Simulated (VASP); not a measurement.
# In (Im-3m) in VASP: notebook, part 2 of 2

VASP 6.6.1. Earlier steps stand in the parts before.

**3. Relaxation of cell and atoms, PBEsol**

This run uses another cell than the first one, of 26.14 Å³/atom, 1.010 times its volume.

The input, INCAR:

```
SYSTEM = In
ALGO = Normal ; EDIFF = 1E-6
EDIFFG = -0.01 ; ENCUT = 600
GGA = PS ; IBRION = 2
ISIF = 3 ; ISMEAR = -1
LASPH = .True. ; LCHARG = .False.
LREAL = .False. ; LWAVE = .False.
NELM = 100 ; NSW = 80
PREC = Accurate ; SIGMA = 0.1
```

The input, KPOINTS:

```
k-points
0
Gamma
  12 12 12
  0 0 0
```

The input, POSCAR:

```
In
1.0
   -1.8696844469      1.8696844469      1.8696844469
    1.8696844469     -1.8696844469      1.8696844469
    1.8696844469      1.8696844469     -1.8696844469
In
1
Direct
    0.0000000000      0.0000000000      0.0000000000
```

Potentials or basis: VASP PAW PBE potentials, release 64 (In_d).

Command:

```bash
$ cat potpaw_PBE.64/In_d/POTCAR > POTCAR
$ mpirun -np 1 vasp_std > vasp.out
```

OUTCAR:

```text
SYSTEM = In
   EDIFF = 1E-6
   EDIFFG = -0.01
   ENCUT = 600
   GGA = PS
   IBRION = 2
   ISIF = 3
   ISMEAR = -1
   LASPH = .True.
   LREAL = .False.
   NELM = 100
   NSW = 80
   PREC = Accurate

 ion  position               nearest neighbor table
   1  0.000  0.000  0.000-

  LATTYP: Found a body centered cubic cell.
 ALAT       =     3.7393688938

  Lattice vectors:

 A1 = (  -1.8696844469,   1.8696844469,   1.8696844469)
 A2 = (   1.8696844469,  -1.8696844469,   1.8696844469)
 A3 = (   1.8696844469,   1.8696844469,  -1.8696844469)

Analysis of symmetry for initial positions (statically):
=====================================================================
 Subroutine PRICEL returns:
 Original cell was already a primitive cell.

 Routine SETGRP: Setting up the symmetry group for a
 body centered cubic supercell.

 Subroutine GETGRP returns: Found 48 space group operations
 (whereof 48 operations were pure point group operations)
 out of a pool of 48 trial point group operations.

The static configuration has the point symmetry O_h .

Analysis of symmetry for dynamics (positions and initial velocities):
=====================================================================
 Subroutine PRICEL returns:
 Original cell was already a primitive cell.

 Routine SETGRP: Setting up the symmetry group for a
 body centered cubic supercell.

 Subroutine GETGRP returns: Found 48 space group operations
 (whereof 48 operations were pure point group operations)
 out of a pool of 48 trial point group operations.

The dynamic configuration has the point symmetry O_h .

 Subroutine INISYM returns: Found 48 space group operations
 (whereof 48 operations are pure point group operations),
 and found     1 'primitive' translations

----------------------------------------------------------------------------------------

[... 165 lines left out ...]
    total drift:                               -0.000000     -0.000000     -0.000000

  FREE ENERGIE OF THE ION-ELECTRON SYSTEM (eV)
  ---------------------------------------------------
  free  energy   TOTEN  =        -2.9736564364 eV

  energy  without entropy=       -2.9574348067  energy(sigma->0) =       -2.96554562

--------------------------------------- Ionic step        2  -------------------------------------------

 number of electron      12.9999997 magnetization

 Free energy of the ion-electron system (eV)
  ---------------------------------------------------
  ext. energy  EPLUGINS =         0.00000000
  ---------------------------------------------------
  free energy    TOTEN  =        -2.97404764 eV

  energy without entropy =       -2.95794795  energy(sigma->0) =       -2.96599780

 E-fermi :   7.4796     XC(G=0): -10.4596

 val. band max:        7.4783946188   @ k =  -0.4167   0.4167   0.2500
 cond. band min:       7.5791718916   @ k =   0.2500   0.2500   0.2500
 fundamental gap:      0.1007772728
 Fermi energy:         7.4796267609

 k-point     1 :       0.0000    0.0000    0.0000
  band No.  band energies     occupation
      1      -7.1203      2.00000
      2      -7.1203      2.00000
      3      -7.1203      2.00000
      4      -6.8311      2.00000
      5      -6.8311      2.00000
      6      -2.1541      2.00000
      7      18.6974      0.00000
      8      18.6974      0.00000
      9      18.6974      0.00000
     10      20.5241      0.00000
[... 287 lines left out ...]
 k-point    24 :       0.4167    0.0833    0.0833
  band No.  band energies     occupation
      1      -7.2161      2.00000
      2      -7.1304      2.00000
      3      -6.8428      2.00000
      4      -6.8320      2.00000
      5      -6.7120      2.00000
      6       3.7919      2.00000
      7       4.6326      2.00000
      8      11.4728      0.00000
      9      12.6590      0.00000
     10      20.2695      0.00000

 [... further k-points ...]

------------------------ aborting loop because EDIFF is reached ----------------------------------------

  FORCE on cell =-STRESS in cart. coord.  units (eV):
  Direction    XX          YY          ZZ          XY          YZ          ZX
  --------------------------------------------------------------------------------------
  -------------------------------------------------------------------------------------
  Total       -0.0011596     -0.0011596     -0.0011596      0.0000000     -0.0000000      0.0000000
  in kB       -0.0718047     -0.0718047     -0.0718047      0.0000000     -0.0000000      0.0000000
  external PRESSURE =      -0.0718047 kB  Pullay stress =       0.0000000 kB

 VOLUME and BASIS-vectors are now :
 -----------------------------------------------------------------------------
  energy-cutoff  :      600.00
  volume of cell :       25.87
      direct lattice vectors                 reciprocal lattice vectors
    -1.863215730  1.863215730  1.863215730     0.000000000  0.268353252  0.268353252
     1.863215730 -1.863215730  1.863215730     0.268353252  0.000000000  0.268353252
     1.863215730  1.863215730 -1.863215730     0.268353252  0.268353252  0.000000000

 POSITION                                       TOTAL-FORCE (eV/Angst)
 -----------------------------------------------------------------------------------
     -1.86322      1.86322      1.86322         0.000000      0.000000     -0.000000
 -----------------------------------------------------------------------------------
    total drift:                               -0.000000     -0.000000      0.000000

  FREE ENERGIE OF THE ION-ELECTRON SYSTEM (eV)
  ---------------------------------------------------
  free  energy   TOTEN  =        -2.9740476447 eV

  energy  without entropy=       -2.9579479494  energy(sigma->0) =       -2.96599780

 reached required accuracy - stopping structural energy minimisation
```

OSZICAR:

```text
N       E                     dE             d eps       ncg     rms          rms(c)
DAV:   1     0.744257775240E+02    0.74426E+02   -0.70794E+03  1442   0.178E+03
DAV:   2    -0.177644525184E+00   -0.74603E+02   -0.73278E+02  1450   0.302E+02
DAV:   3    -0.295256437809E+01   -0.27749E+01   -0.27655E+01  1694   0.663E+01
DAV:   4    -0.301402499828E+01   -0.61461E-01   -0.61440E-01  1902   0.100E+01
DAV:   5    -0.301626552180E+01   -0.22405E-02   -0.22404E-02  1784   0.159E+00    0.225E+00
DAV:   6    -0.298092796336E+01    0.35338E-01   -0.68094E-02  1670   0.586E+00    0.106E+00
DAV:   7    -0.297428889866E+01    0.66391E-02   -0.18127E-02  1740   0.277E+00    0.275E-01
DAV:   8    -0.297365397317E+01    0.63493E-03   -0.75493E-04  1834   0.556E-01    0.249E-02
DAV:   9    -0.297365578846E+01   -0.18153E-05   -0.79678E-06  1916   0.402E-02    0.142E-02
DAV:  10    -0.297365643643E+01   -0.64797E-06   -0.76068E-07   968   0.137E-02
   1 F= -.29736564E+01 E0= -.29655456E+01  d E =-.297366E+01
       N       E                     dE             d eps       ncg     rms          rms(c)
DAV:   1    -0.299105609611E+01   -0.17400E-01   -0.42216E-01  1654   0.152E+01    0.794E-01
DAV:   2    -0.297606416892E+01    0.14992E-01   -0.33519E-02  1646   0.442E+00    0.269E-01
DAV:   3    -0.297412491288E+01    0.19393E-02   -0.65564E-03  1900   0.187E+00    0.110E-01
DAV:   4    -0.297404920570E+01    0.75707E-04   -0.16373E-04  1554   0.133E-01    0.444E-02
DAV:   5    -0.297404448769E+01    0.47180E-05   -0.20718E-05  1624   0.420E-02    0.182E-02
DAV:   6    -0.297404788032E+01   -0.33926E-05   -0.48483E-06  1640   0.185E-02    0.291E-03
DAV:   7    -0.297404764472E+01    0.23560E-06   -0.10525E-07   876   0.367E-03
   2 F= -.29740476E+01 E0= -.29659978E+01  d E =-.391208E-03
```

Wall time 44 s (1 thread of Intel Xeon Platinum 8259CL at 2.50GHz (Skylake/Cascade Lake), shared host); peak memory 0.17 GiB.

What came out:

* Free energy: -2.9740 eV
* Relaxed volume: 25.87 Å³/atom
* Relaxed cell: a = 3.227 Å, b = 3.227 Å, c = 3.227 Å, α = 109.47°, β = 109.47°, γ = 109.47°
* Space group after relaxing (to 0.05 Å): Im-3m (No. 229)
* Energy gained by relaxing: 0.4 meV/atom
* Ionic steps: 2
* Pressure after relaxing: 0.0 GPa
* Band gap on the k mesh: none (metal or under the smearing width)

Step by step:
```tsv
step	energy change (eV)	largest force (eV/Å)	pressure (GPa)	volume (Å³)
1	0.0000	0.0000	-0.44	26.14
2	-0.0004	0.0000	-0.01	25.87
```

Final structure:
```
CELL_PARAMETERS angstrom
-1.86322 1.86322 1.86322
1.86322 -1.86322 1.86322
1.86322 1.86322 -1.86322
ATOMIC_POSITIONS crystal
In 0.00000 0.00000 0.00000
```

Caveat: the PAW data sets were made with another functional, which shifts forces and pressure a little.
